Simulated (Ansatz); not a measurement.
## A series in volume scale on ZnAu

Results calculated with Ansatz 0.2.0, not measured. Periodic Kohn-Sham DFT of a crystal at fixed atoms, scaled to volume_scale times the given cell; pressure positive in compression, energy less spherical unpolarised free atoms, largest_vzz the field gradient of largest size among the nuclei.

The cell before it is scaled or strained (space group Pm-3m, No. 221):
```
ZnAu
1.0
      3.1470     0.0000     0.0000
      0.0000     3.1470     0.0000
      0.0000     0.0000     3.1470
Zn Au
1 1
Direct
  0.50000 0.50000 0.50000
  0.00000 0.00000 0.00000
```

Settings of every row: method frozen-core PAW; functional PBE; relativity scalar; k mesh 13x13x13; filling fermi-dirac; smearing width 0.05 eV; wave cutoff 420 eV; paw set soft_2.

Atom start moment: 0 on all atoms.

Limits: no spin-orbit coupling on heavy atoms.

```
row  volume scale  V (Å³/atom)  pressure (GPa)
  1        0.9405       14.656          15.152
  2          0.97       15.116           9.577
  3             1       15.583               ?
  4          1.03       16.051           0.944
  5          1.06       16.518            -2.3
```

Question: what pressure should row 3 give?

Worked fit of pressure. Take u = (V_r/V)^(2/3) − 1 with V_r = 15.583 Å³ an atom, which is twice the finite (Eulerian) strain; such expansions in the strain, on which the Birch-Murnaghan equation of state is built, carry the rest volume and the bulk modulus. The shown rows have u = 0.04173, 0.02049, -0.01953, -0.0381. Least squares give pressure = 4.8619 + 215.759 × u + 734.86 × u² GPa; a straight line predicts inner rows, each left out in turn, worse (root mean square 0.68 against 0.038 GPa). The rows lie off it by 0.007, -0.014, 0.016, -0.008 (root mean square 0.012 GPa). The pressure vanishes at u = -0.0246, or V = 16.18 Å³ an atom, and there the bulk modulus at fixed shape and fractions is B = −V dP/dV = (2/3)(1 + u) dP/du = 117 GPa. The withheld row has u = 0, so the fit gives 4.8619 + 215.759 × (0) + 734.86 × (0)² = 4.862 GPa.

The calculation gave 4.86 GPa. The fit lies 0.002 GPa (0.011 % of the column's range) above it; its largest miss of a shown row is 0.016 GPa.
